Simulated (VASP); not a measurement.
# InSe: what each functional gives, and what it costs, part 3 of 4

Wanted: bands and gap of InSe from one functional after another. LASPH is on for some levels and off for others; the table marks which. The start is a cell from a database of measured crystal structures.

VASP 6.6.1, plane waves and PAW; the level of theory is named at each step.

So far, least gap on mesh and path (eV): step 2 (bands, level LDA) 0.180; step 3 (bands, level PBEsol) 0.276; step 4 (bands, level r2SCAN) 0.805.

### 5. Bands with TB-mBJ

This step: TB-mBJ; plane waves and PAW (In_d, Se) (VASP 6.6.1).

TB-mBJ is a local potential fitted to gaps: it costs far less than a hybrid but gives no energy.

INCAR

```
SYSTEM = InSe
PREC = Accurate
ENCUT = 400
EDIFF = 1E-06
NELM = 150
ISMEAR = 0
SIGMA = 0.02
LREAL = .FALSE.
ALGO = Normal
METAGGA = MBJ
LASPH = .TRUE.
NBANDS = 33
LORBIT = 11
LWAVE = .FALSE.
LCHARG = .FALSE.
KPAR = 8
```

POSCAR

```
InSe
1.0
    2.0000000000      1.1547005384      8.3166666667
   -2.0000000000      1.1547005384      8.3166666667
    0.0000000000     -2.3094010768      8.3166666667
In Se
2 2
Direct
    0.0000000000      0.0000000000      0.0000000000
    0.1122000000      0.1122000000      0.1122000000
    0.6155000000      0.6155000000      0.6155000000
    0.8300000000      0.8300000000      0.8300000000
```

KPOINTS

```
Automatic mesh
0
Gamma
4 4 4
0 0 0
```

KPOINTS_OPT

```
Line mode
16
Line-mode
Reciprocal
  0.00000000   0.00000000   0.00000000 GAMMA
  0.50000000   0.00000000   0.00000000 L

  0.50000000   0.00000000   0.00000000 L
  0.50000000   0.17951802  -0.17951802 B1

  0.82048198   0.50000000   0.17951802 B
  0.50000000   0.50000000   0.50000000 Z

  0.50000000   0.50000000   0.50000000 Z
  0.00000000   0.00000000   0.00000000 GAMMA

  0.00000000   0.00000000   0.00000000 GAMMA
  0.33975901   0.00000000  -0.33975901 X

  0.66024099   0.33975901   0.00000000 Q
  0.50000000   0.50000000   0.00000000 F

  0.50000000   0.50000000   0.00000000 F
  0.66024099   0.66024099   0.17951802 P1

  0.66024099   0.66024099   0.17951802 P1
  0.50000000   0.50000000   0.50000000 Z

  0.50000000   0.00000000   0.00000000 L
  0.82048198   0.33975901   0.33975901 P
```

PAW data sets: In_d and Se (PBE family, release 64).

Run with:

```
$ mpirun -np 8 vasp_std
```

Log:

```text
[... set-up lines as in an earlier step ...]
 entering main loop
       N       E                     dE             d eps       ncg     rms          rms(c)
DAV:   1     0.114057043842E+04    0.11406E+04   -0.14038E+04   866   0.105E+03
DAV:   2     0.844046484066E+03   -0.29652E+03   -0.28099E+03   898   0.306E+02
DAV:   3     0.808746037649E+03   -0.35300E+02   -0.34684E+02  1061   0.116E+02
DAV:   4     0.807223095432E+03   -0.15229E+01   -0.15197E+01  1035   0.251E+01
[...]
DAV:  76     0.811492791231E+03   -0.31334E-05   -0.22298E-11   429   0.296E-05    0.244E-05
DAV:  77     0.811492789467E+03   -0.17639E-05   -0.14877E-11   429   0.210E-05    0.203E-05
DAV:  78     0.811492789910E+03    0.44225E-06    0.62898E-12   429   0.114E-05
   1 F= 0.81149279E+03 E0= 0.81149279E+03  d E =-.945695E-17
 Start KPOINTS_OPT (optional k-point list driver)
k-point batch [1-13\144]
       N       E                     dE             ncg
DAV:   1     0.155821566157E+04   -0.36752E+04      866
DAV:   2    -0.233334414844E+04   -0.38916E+04      866
DAV:   3    -0.284728370416E+04   -0.51394E+03     1048
DAV:   4    -0.286978822355E+04   -0.22505E+02     1011
DAV:   5    -0.287144132547E+04   -0.16531E+01     1652
DAV:   6    -0.287145010605E+04   -0.87806E-02     1130
DAV:   7    -0.287145055183E+04   -0.44578E-03     1532
DAV:   8    -0.287145056532E+04   -0.13489E-04     1299
DAV:   9    -0.287145056577E+04   -0.44918E-06      860
[...]
k-point batch [144-144\144]
       N       E                     dE             ncg
DAV:   1     0.120585258978E+05   -0.91130E+03       66
DAV:   2     0.117707293174E+05   -0.28780E+03       66
DAV:   3     0.117370853810E+05   -0.33644E+02       75
DAV:   4     0.117356233624E+05   -0.14620E+01       84
DAV:   5     0.117355145444E+05   -0.10882E+00      132
DAV:   6     0.117355139564E+05   -0.58801E-03      100
DAV:   7     0.117355139415E+05   -0.14902E-04      124
DAV:   8     0.117355139411E+05   -0.38939E-06       84
```

It took 10 min on 8 MPI ranks of AMD EPYC 7R43, shared host; peak memory 3.5 GiB.

Parts of OUTCAR (step 5):

```text
  Total     -138.0536189   -138.0536189   -139.6503799     -0.0000000      0.0000000      0.0000000
  in kB    -1919.3689658  -1919.3689659  -1941.5688431     -0.0000000      0.0000000      0.0000000
  external PRESSURE =   -1926.7689250 kB  Pullay stress =       0.0000000 kB

 POSITION                                       TOTAL-FORCE (eV/Angst)
 -----------------------------------------------------------------------------------
      0.00000      0.00000      0.00000         0.000000     -0.000000      1.729649
      0.00000      0.00000      2.79939         0.000000      0.000000     -1.664278
      0.00000      0.00000     15.35673         0.000000      0.000000      0.031844
      0.00000      0.00000     20.70850         0.000000      0.000000     -0.097214
 -----------------------------------------------------------------------------------
    total drift:                               -0.000000     -0.000000      0.053686

  FREE ENERGIE OF THE ION-ELECTRON SYSTEM (eV)
  ---------------------------------------------------
  free  energy   TOTEN  =       811.4927899096 eV

  energy  without entropy=      811.4927899096  energy(sigma->0) =      811.49278991

[... 2 parts as in an earlier step ...]

[... 1 further part left out ...]
[key lines of the parts left out:]
E-fermi :   4.5999
```

This functional is a potential without an energy, so its energies, forces and stress mean nothing and are not read.

Electronic bands along the path, in eV, zero at the valence-band top; v1 is the highest filled band, c1 the lowest empty one:

| point | v4 | v3 | v2 | v1 | c1 | c2 | c3 | c4 |
| --- | --- | --- | --- | --- | --- | --- | --- | --- |
| Γ | -1.46 | -1.39 | -1.34 | -1.34 | 2.35 | 2.99 | 4.76 | 4.76 |
| 0.47 of the way | -1.95 | -1.94 | -1.78 | -0.97 | 2.66 | 2.80 | 4.67 | 4.78 |
| L | -2.41 | -2.33 | -2.27 | -1.57 | 1.70 | 2.55 | 4.25 | 4.51 |
| 0.47 of the way | -3.20 | -2.87 | -2.10 | -1.47 | 2.26 | 2.82 | 3.88 | 4.79 |
| B1 | -3.57 | -2.50 | -2.24 | -1.65 | 2.13 | 2.97 | 3.73 | 4.92 |
| jump to B | -3.57 | -2.50 | -2.24 | -1.65 | 2.13 | 2.97 | 3.73 | 4.92 |
| 0.53 of the way | -2.77 | -2.33 | -2.00 | -0.59 | 2.85 | 3.18 | 4.53 | 4.88 |
| Z | -1.52 | -1.27 | -1.27 | 0.00 | 1.30 | 2.99 | 4.67 | 4.67 |
| 0.53 of the way | -1.49 | -1.30 | -1.30 | -0.79 | 1.95 | 3.00 | 4.72 | 4.72 |
| Γ | -1.46 | -1.39 | -1.34 | -1.34 | 2.35 | 2.99 | 4.76 | 4.76 |
| 0.53 of the way | -2.52 | -2.51 | -1.79 | -0.96 | 2.65 | 2.88 | 3.96 | 5.00 |
| X | -3.59 | -2.53 | -2.22 | -1.62 | 2.17 | 2.89 | 3.76 | 4.89 |
| jump to Q | -3.59 | -2.53 | -2.22 | -1.62 | 2.17 | 2.89 | 3.76 | 4.89 |
| 0.53 of the way | -2.77 | -2.58 | -2.46 | -1.49 | 2.13 | 2.58 | 4.14 | 4.60 |
| F | -2.62 | -2.55 | -2.10 | -1.41 | 1.79 | 2.45 | 3.91 | 4.12 |
| 0.53 of the way | -2.60 | -2.54 | -2.11 | -1.45 | 1.86 | 2.40 | 3.93 | 4.18 |
| P1 | -2.54 | -2.53 | -2.12 | -1.53 | 1.99 | 2.30 | 3.97 | 4.29 |
| 0.53 of the way | -2.73 | -2.00 | -1.66 | -0.47 | 2.56 | 3.11 | 4.55 | 4.89 |
| Z | -1.52 | -1.27 | -1.27 | 0.00 | 1.30 | 2.99 | 4.67 | 4.67 |
| jump to L | -2.41 | -2.33 | -2.27 | -1.57 | 1.70 | 2.55 | 4.25 | 4.51 |
| 0.47 of the way | -2.46 | -2.35 | -2.21 | -1.60 | 1.85 | 2.41 | 4.14 | 4.49 |
| P | -2.54 | -2.53 | -2.12 | -1.53 | 1.99 | 2.30 | 3.97 | 4.29 |

Of the projections kept (In, Se), the largest for each band there; the rest of the weight can lie on other orbitals:

| point | v4 | v3 | v2 | v1 | c1 | c2 | c3 | c4 |
| --- | --- | --- | --- | --- | --- | --- | --- | --- |
| Γ | Se 0.87 | Se 0.69 | Se 0.85 | Se 0.85 | Se 0.60 | In 0.69 | In 0.83 | In 0.83 |
| L | Se 0.81 | Se 0.75 | Se 0.77 | Se 0.55 | In 0.57 | In 0.57 | In 0.63 | In 0.67 |
| B1 | Se 0.74 | Se 0.79 | Se 0.80 | In 0.60 | In 0.57 | In 0.60 | Se 0.51 | In 0.52 |
| B | Se 0.74 | Se 0.79 | Se 0.80 | In 0.60 | In 0.57 | In 0.60 | Se 0.51 | In 0.52 |
| Z | Se 0.86 | Se 0.87 | Se 0.87 | Se 0.75 | In 0.51 | In 0.63 | In 0.84 | In 0.84 |
| Γ | Se 0.87 | Se 0.69 | Se 0.85 | Se 0.85 | Se 0.60 | In 0.69 | In 0.83 | In 0.83 |

The gap is 1.30 eV, direct at Z. Against LDA that is +1.12 eV; this run took 3.4 times the core time.

### 6. Bands with SCAN

This step: SCAN; plane waves and PAW (In_d, Se) (VASP 6.6.1).

SCAN adds the kinetic-energy density; it is numerically more delicate than r2SCAN.

INCAR: that of step 5 with these lines changed.

```diff
@@ -4,3 +4,3 @@
 EDIFF = 1E-06
-NELM = 150
+NELM = 100
 ISMEAR = 0
@@ -9,3 +9,3 @@
 ALGO = Normal
-METAGGA = MBJ
+METAGGA = SCAN
 LASPH = .TRUE.
```

POSCAR is that of step 5.

KPOINTS is that of step 5.

KPOINTS_OPT is that of step 5.

Run with:

```
$ mpirun -np 8 vasp_std
```

Log:

```text
[... set-up lines as in an earlier step ...]
 entering main loop
       N       E                     dE             d eps       ncg     rms          rms(c)
DAV:   1     0.232102979158E+03    0.23210E+03   -0.14531E+04   866   0.108E+03
DAV:   2    -0.765180070242E+02   -0.30862E+03   -0.29264E+03   891   0.319E+02
DAV:   3    -0.114533131129E+03   -0.38015E+02   -0.37370E+02  1052   0.122E+02
DAV:   4    -0.116186290963E+03   -0.16532E+01   -0.16497E+01  1028   0.269E+01
[...]
DAV:  17    -0.109212006477E+03   -0.50243E-05   -0.11232E-07   487   0.219E-03    0.215E-03
DAV:  18    -0.109212004361E+03    0.21165E-05   -0.48225E-08   495   0.295E-03    0.735E-04
DAV:  19    -0.109212004512E+03   -0.15188E-06   -0.11396E-08   479   0.775E-04
   1 F= -.10921200E+03 E0= -.10921200E+03  d E =-.738091E-33
 Start KPOINTS_OPT (optional k-point list driver)
k-point batch [1-13\144]
       N       E                     dE             ncg
DAV:   1     0.144090863343E+04   -0.37925E+04      858
DAV:   2    -0.260010328010E+04   -0.40410E+04      858
DAV:   3    -0.312002039422E+04   -0.51992E+03     1040
DAV:   4    -0.314289787669E+04   -0.22877E+02     1012
DAV:   5    -0.314402988324E+04   -0.11320E+01     1452
DAV:   6    -0.314404028099E+04   -0.10398E-01     1020
DAV:   7    -0.314404093188E+04   -0.65089E-03     1476
DAV:   8    -0.314404094064E+04   -0.87641E-05      980
DAV:   9    -0.314404094099E+04   -0.34551E-06      684
[...]
k-point batch [144-144\144]
       N       E                     dE             ncg
DAV:   1     0.120480744270E+05   -0.92175E+03       66
DAV:   2     0.117503669049E+05   -0.29771E+03       66
DAV:   3     0.117154482618E+05   -0.34919E+02       75
DAV:   4     0.117139530453E+05   -0.14952E+01       84
DAV:   5     0.117138762037E+05   -0.76842E-01      100
DAV:   6     0.117138742473E+05   -0.19563E-02      100
DAV:   7     0.117138742114E+05   -0.35972E-04      100
DAV:   8     0.117138742112E+05   -0.15486E-06       76
```

Elapsed: 14 min, on 8 MPI ranks; peak memory 3.3 GiB.

OUTCAR, selected parts (step 6):

```text
  Total        0.9351584      0.9351584     -0.0272576      0.0000000      0.0000000      0.0000000
  in kB       13.0015710     13.0015710     -0.3789646      0.0000000      0.0000000      0.0000000
  external PRESSURE =       8.5413925 kB  Pullay stress =       0.0000000 kB

 POSITION                                       TOTAL-FORCE (eV/Angst)
 -----------------------------------------------------------------------------------
      0.00000      0.00000      0.00000         0.000000      0.000000      0.203076
      0.00000      0.00000      2.79939         0.000000      0.000000     -0.194592
      0.00000      0.00000     15.35673         0.000000     -0.000000      0.067109
      0.00000      0.00000     20.70850         0.000000     -0.000000     -0.075593
 -----------------------------------------------------------------------------------
    total drift:                               -0.000000     -0.000000     -0.010222

  FREE ENERGIE OF THE ION-ELECTRON SYSTEM (eV)
  ---------------------------------------------------
  free  energy   TOTEN  =      -109.2120045124 eV

  energy  without entropy=     -109.2120045124  energy(sigma->0) =     -109.21200451

[... 2 parts as in an earlier step ...]

[... 1 further part left out ...]
[key lines of the parts left out:]
E-fermi :   4.2225
```

The electronic bands at the labelled points (eV, zero at the valence-band top; v1 is the highest filled band, c1 the lowest empty one):

| point | v4 | v3 | v2 | v1 | c1 | c2 | c3 | c4 |
| --- | --- | --- | --- | --- | --- | --- | --- | --- |
| Γ | -1.46 | -1.46 | -1.33 | -1.33 | 2.01 | 2.47 | 4.57 | 4.57 |
| 0.47 of the way | -2.09 | -2.02 | -1.83 | -1.09 | 2.27 | 2.46 | 4.39 | 4.53 |
| L | -2.56 | -2.53 | -2.38 | -1.77 | 1.34 | 2.18 | 3.91 | 4.32 |
| 0.47 of the way | -3.44 | -3.08 | -2.28 | -1.64 | 1.99 | 2.49 | 3.66 | 4.58 |
| B1 | -3.85 | -2.69 | -2.40 | -1.88 | 1.82 | 2.59 | 3.57 | 4.69 |
| jump to B | -3.85 | -2.69 | -2.40 | -1.88 | 1.82 | 2.59 | 3.57 | 4.69 |
| 0.53 of the way | -3.00 | -2.47 | -2.09 | -0.66 | 2.50 | 2.97 | 4.25 | 4.68 |
| Z | -1.54 | -1.25 | -1.25 | 0.00 | 0.67 | 2.53 | 4.47 | 4.47 |
| 0.53 of the way | -1.50 | -1.29 | -1.29 | -0.99 | 1.54 | 2.52 | 4.52 | 4.52 |
| Γ | -1.46 | -1.46 | -1.33 | -1.33 | 2.01 | 2.47 | 4.57 | 4.57 |
| 0.53 of the way | -2.70 | -2.67 | -1.89 | -1.08 | 2.27 | 2.64 | 3.66 | 4.82 |
| X | -3.87 | -2.73 | -2.38 | -1.84 | 1.88 | 2.49 | 3.60 | 4.65 |
| jump to Q | -3.87 | -2.73 | -2.38 | -1.84 | 1.88 | 2.49 | 3.60 | 4.65 |
| 0.53 of the way | -2.98 | -2.79 | -2.63 | -1.68 | 1.78 | 2.23 | 3.90 | 4.42 |
| F | -2.84 | -2.70 | -2.18 | -1.60 | 1.29 | 2.19 | 3.56 | 3.86 |
| 0.53 of the way | -2.81 | -2.70 | -2.19 | -1.65 | 1.37 | 2.12 | 3.58 | 3.93 |
| P1 | -2.75 | -2.67 | -2.21 | -1.75 | 1.55 | 1.99 | 3.63 | 4.05 |
| 0.53 of the way | -2.95 | -2.09 | -1.69 | -0.53 | 2.16 | 2.82 | 4.28 | 4.61 |
| Z | -1.54 | -1.25 | -1.25 | 0.00 | 0.67 | 2.53 | 4.47 | 4.47 |
| jump to L | -2.56 | -2.53 | -2.38 | -1.77 | 1.34 | 2.18 | 3.91 | 4.32 |
| 0.47 of the way | -2.59 | -2.56 | -2.31 | -1.83 | 1.51 | 2.01 | 3.81 | 4.28 |
| P | -2.75 | -2.67 | -2.21 | -1.75 | 1.55 | 1.99 | 3.63 | 4.05 |

Of the projections kept (In, Se), the largest for each band there; the rest of the weight can lie on other orbitals:

| point | v4 | v3 | v2 | v1 | c1 | c2 | c3 | c4 |
| --- | --- | --- | --- | --- | --- | --- | --- | --- |
| Γ | Se 0.86 | Se 0.86 | Se 0.84 | Se 0.84 | Se 0.62 | In 0.71 | In 0.83 | In 0.83 |
| L | Se 0.71 | Se 0.79 | Se 0.74 | Se 0.58 | In 0.58 | In 0.56 | In 0.65 | In 0.68 |
| B1 | Se 0.72 | Se 0.75 | Se 0.76 | In 0.56 | In 0.59 | In 0.60 | Se 0.51 | In 0.53 |
| B | Se 0.72 | Se 0.75 | Se 0.76 | In 0.56 | In 0.59 | In 0.60 | Se 0.51 | In 0.53 |
| Z | Se 0.85 | Se 0.86 | Se 0.86 | Se 0.74 | In 0.51 | In 0.63 | In 0.84 | In 0.84 |
| Γ | Se 0.86 | Se 0.86 | Se 0.84 | Se 0.84 | Se 0.62 | In 0.71 | In 0.83 | In 0.83 |

The gap is 0.67 eV, direct at Z. Against LDA that is +0.49 eV; this run took 4.7 times the core time.

### 7. Starting orbitals for the hybrid

This step: PBEsol; plane waves and PAW (In_d, Se) (VASP 6.6.1).

A hybrid converges badly from random orbitals, so a cheap semilocal run writes a WAVECAR on the same mesh first.

INCAR

```
SYSTEM = InSe
PREC = Accurate
ENCUT = 400
EDIFF = 1E-05
NELM = 100
ISMEAR = 0
SIGMA = 0.02
LREAL = .FALSE.
ALGO = Normal
GGA = PS
NBANDS = 25
LORBIT = 11
LWAVE = .TRUE.
LCHARG = .FALSE.
KPAR = 8
```

POSCAR is that of step 6.

KPOINTS is that of step 6.

Run with:

```
$ mpirun -np 8 vasp_std
```

Log:

```text
[... set-up lines as in an earlier step ...]
 entering main loop
       N       E                     dE             d eps       ncg     rms          rms(c)
DAV:   1     0.303837271600E+03    0.30384E+03   -0.15011E+04   650   0.139E+03
DAV:   2     0.175161747149E+02   -0.28632E+03   -0.27986E+03   667   0.357E+02
DAV:   3    -0.147092497576E+02   -0.32225E+02   -0.31752E+02   869   0.137E+02
DAV:   4    -0.159377719593E+02   -0.12285E+01   -0.12256E+01   731   0.294E+01
DAV:   5    -0.159959216097E+02   -0.58150E-01   -0.58144E-01  1099   0.574E+00    0.652E+00
DAV:   6    -0.155468483381E+02    0.44907E+00   -0.95622E-01   872   0.170E+01    0.397E+00
DAV:   7    -0.155152667591E+02    0.31582E-01   -0.35468E-01   889   0.473E+00    0.113E+00
DAV:   8    -0.155116774480E+02    0.35893E-02   -0.31430E-02   946   0.203E+00    0.559E-01
DAV:   9    -0.155118112827E+02   -0.13383E-03   -0.49016E-03   809   0.502E-01    0.140E-01
DAV:  10    -0.155118326119E+02   -0.21329E-04   -0.31098E-04   932   0.138E-01    0.699E-02
DAV:  11    -0.155118946138E+02   -0.62002E-04   -0.11900E-04   726   0.103E-01    0.180E-02
DAV:  12    -0.155118909732E+02    0.36406E-05   -0.10574E-05   446   0.433E-02
   1 F= -.15511891E+02 E0= -.15511891E+02  d E =-.167509E-14
 writing wavefunctions
```

It took 30 s on 8 MPI ranks; peak memory 3 GiB; 3.8 min of CPU time.

OUTCAR, selected parts (step 7):

```text
   k-points           NKPTS =     13   k-points in BZ     NKDIM =     13   number of bands    NBANDS=     25

   NELECT =      38.0000    total number of electrons

 E-fermi :   4.2692

 k-point     1 :       0.0000    0.0000    0.0000
  band No.  band energies     occupation
    ...
     15       2.5112      2.00000
     16       2.8052      2.00000
     17       2.8052      2.00000
     18       2.9377      2.00000
     19       2.9377      2.00000
     20       5.8445      0.00000
     21       6.1291      0.00000
     22       8.4495      0.00000
     23       8.4495      0.00000
     24       9.1861      0.00000
    ...

  Total        0.6443396      0.6443396     -0.1388108      0.0000000     -0.0000000      0.0000000
  in kB        8.9582974      8.9582974     -1.9298965      0.0000000     -0.0000000      0.0000000
  external PRESSURE =       5.3288994 kB  Pullay stress =       0.0000000 kB

 POSITION                                       TOTAL-FORCE (eV/Angst)
 -----------------------------------------------------------------------------------
      0.00000      0.00000      0.00000         0.000000      0.000000      0.162305
      0.00000      0.00000      2.79939         0.000000      0.000000     -0.160342
      0.00000      0.00000     15.35673         0.000000     -0.000000     -0.036319
      0.00000      0.00000     20.70850         0.000000     -0.000000      0.034356
 -----------------------------------------------------------------------------------
    total drift:                               -0.000000     -0.000000     -0.000403

  FREE ENERGIE OF THE ION-ELECTRON SYSTEM (eV)
  ---------------------------------------------------
  free  energy   TOTEN  =       -15.5118909732 eV

  energy  without entropy=      -15.5118909732  energy(sigma->0) =      -15.51189097

[... 8 parts as in an earlier step ...]

[... 8 further parts left out ...]
```

The gap is read on the k-mesh alone, so it is an upper bound where the band edges lie off the mesh.

Numbers from this step:

```
SCF cycles                     : 12
bands                          : 25
free energy (TOTEN)            : -15.51 eV
Fermi energy                   : 4.269 eV
pressure                       : 0.5329 GPa
gap on the k-mesh              : 0.2754 eV
least direct gap on the k-mesh : 0.2754 eV
```

Force by atom:

| atom | x (eV/Å) | y (eV/Å) | z (eV/Å) | size |
| --- | --- | --- | --- | --- |
| In1 | 0.000 | 0.000 | 0.162 | 0.162 |
| In2 | 0.000 | 0.000 | -0.160 | 0.160 |
| Se3 | 0.000 | 0.000 | -0.036 | 0.036 |
| Se4 | 0.000 | 0.000 | 0.034 | 0.034 |

### 8. Bands with HSE06

This step: HSE06; plane waves and PAW (In_d, Se) (VASP 6.6.1).

HSE06 mixes in a quarter of exact exchange at short range, at far higher cost; in semiconductors this cures much of the gap error, while metals seldom gain.

INCAR

```
SYSTEM = InSe
PREC = Accurate
ENCUT = 400
EDIFF = 1E-06
NELM = 100
ISMEAR = 0
SIGMA = 0.02
LREAL = .FALSE.
ALGO = Normal
LHFCALC = .TRUE.
AEXX = 0.25
GGA = PE
HFSCREEN = 0.2
LASPH = .TRUE.
NBANDS = 25
PRECFOCK = Fast
LORBIT = 11
LWAVE = .FALSE.
LCHARG = .FALSE.
KPAR = 8
```

POSCAR is that of step 7.

KPOINTS is that of step 7.

KPOINTS_OPT: that of step 6 with these lines changed.

```diff
@@ -1,3 +1,3 @@
 Line mode
-16
+6
 Line-mode
```

The run starts from files that an earlier step left in the folder.

Run with:

```
$ mpirun -np 8 vasp_std
```

Log:

```text
[banner, memory and clock lines left out]
running    8 mpi-ranks, on    1 nodes
[...]
[... a notice as in an earlier step ...]

 LDA part: xc-table for (Slater+PW92), standard interpolation
 found WAVECAR, reading the header
 POSCAR, INCAR and KPOINTS ok, starting setup
[...]
reading WAVECAR
 the WAVECAR file was read successfully
 initial charge from wavefunction
 entering main loop
       N       E                     dE             d eps       ncg     rms          rms(c)
DAV:   1    -0.171516005821E+02   -0.17152E+02   -0.14016E+00   879   0.148E+01    0.443E+00
DAV:   2    -0.171655887995E+02   -0.13988E-01   -0.15891E-01   672   0.279E+00    0.445E+00
DAV:   3    -0.171602795104E+02    0.53093E-02   -0.22181E-02   904   0.131E+00    0.388E+00
DAV:   4    -0.171599521081E+02    0.32740E-03   -0.44504E-03   727   0.523E-01    0.243E+00
DAV:   5    -0.171598177962E+02    0.13431E-03   -0.44228E-04   903   0.247E-01    0.146E+00
DAV:   6    -0.171597231952E+02    0.94601E-04   -0.12559E-04   990   0.114E-01    0.895E-01
DAV:   7    -0.171597040878E+02    0.19107E-04   -0.54076E-05   832   0.426E-02    0.546E-01
DAV:   8    -0.171597001615E+02    0.39263E-05   -0.65881E-06   668   0.152E-02    0.332E-01
DAV:   9    -0.171596995227E+02    0.63873E-06   -0.20571E-06   525   0.107E-02
   1 F= -.17159700E+02 E0= -.17159700E+02  d E =-.356319E-16
 Start KPOINTS_OPT (optional k-point list driver)
k-point batch [1-13\54]
       N       E                     dE             ncg
DAV:   1     0.125893247915E+04   -0.94545E+04      650
DAV:   2    -0.317784320251E+04   -0.44368E+04      698
DAV:   3    -0.369523725473E+04   -0.51739E+03      822
DAV:   4    -0.372198465912E+04   -0.26747E+02      787
DAV:   5    -0.372296901323E+04   -0.98435E+00     1035
DAV:   6    -0.372298788153E+04   -0.18868E-01      811
DAV:   7    -0.372298839584E+04   -0.51431E-03      995
DAV:   8    -0.372298840605E+04   -0.10207E-04      801
DAV:   9    -0.372298840631E+04   -0.26038E-06      585
[...]
k-point batch [40-52\54]
       N       E                     dE             ncg
```

The job ended after 81 min (8 MPI ranks).

The run was cut off at its time limit.

More ranks or a longer limit would be the way on.

[end of part 3 of 4]

[Lines on the potential files, build, host, timing and source positions are cut from VASP's logs without a mark.]

[Logs are printed without paths, hosts, clocks, repeated set-up lines and the standing remarks that a program may print on its own settings, such as how far it seeks lower states.]

[Hosts, paths, dates, database ids (printed as entryN), source tags and the programs' standing remarks are cut or masked in the printed files.]

[A measured line is paired with the nearest computed mode of its activity, which favours agreement.]
